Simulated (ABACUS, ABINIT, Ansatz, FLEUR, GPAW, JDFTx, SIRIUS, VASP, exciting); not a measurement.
## Cu: 9 runs at one level of theory

```xyz
1
Lattice="-0.0086 1.7958 1.8017 1.8230 -0.0241 1.8172 1.7953 1.7836 0.0036" Properties=species:S:1:pos:R:3 pbc="T T T"
Cu    0.0083    0.0555   -0.0414
```

The given cell was strained at random by a few per cent at fixed volume.

Alike in all runs: task single point; functional PBEsol; k mesh 13 × 13 × 13; occupations fermi-dirac, width 0.05 eV; no spin polarisation; no spin-orbit coupling. Pressure is positive in compression and, in plane waves, holds the error of the finite cutoff.

| program and potentials | plane-wave cutoff (eV) | notes | pressure (GPa) | energy over the undisturbed cell (meV/atom) |
| --- | --- | --- | --- | --- |
| ABACUS, PseudoDojo NC SR 0.4.1 PBEsol standard, plane waves | 1252 | 19 valence electrons an atom on average | -6.85 | 1.52 |
| JDFTx, PseudoDojo-SR-PBEsol-0.4.1-standard with smoothed tails | 1252 | 19 valence electrons an atom on average | -6.88 | 1.52 |
| SIRIUS, PseudoDojo 0.4.1 PBEsol standard (scalar relativistic) | 1254 | 19 valence electrons an atom on average | -6.84 | - |
| exciting, all-electron LAPW+lo, shipped species files, valence relativity iora* | - | - | - | 1.44 |
| FLEUR, all-electron, FLAPW | - | - | - | 1.43 |
| GPAW, PAW data sets generated for this functional | 600 | 11 valence electrons an atom on average; this data set often lies off other programs | -4.67 | 1.46 |
| ABINIT, PseudoDojo NC SR PBEsol v0.4.1 standard | 1252 | 19 valence electrons an atom on average | -6.89 | - |
| Ansatz, all-electron LAPW, scalar-relativistic | - | - | -6.52 | - |
| VASP, PBE PAW files Cu, 520 eV | 520 | potentials made for PBE; 11 valence electrons an atom on average | ? | - |

Q: Estimate from the other rows what the run with VASP, PBE PAW files Cu, 520 eV gave.

A: Pressure -5.84 GPa. The other rows, which needn't bracket it: pressure -6.89 to -4.67; energy over the undisturbed cell 1.43 to 1.52.
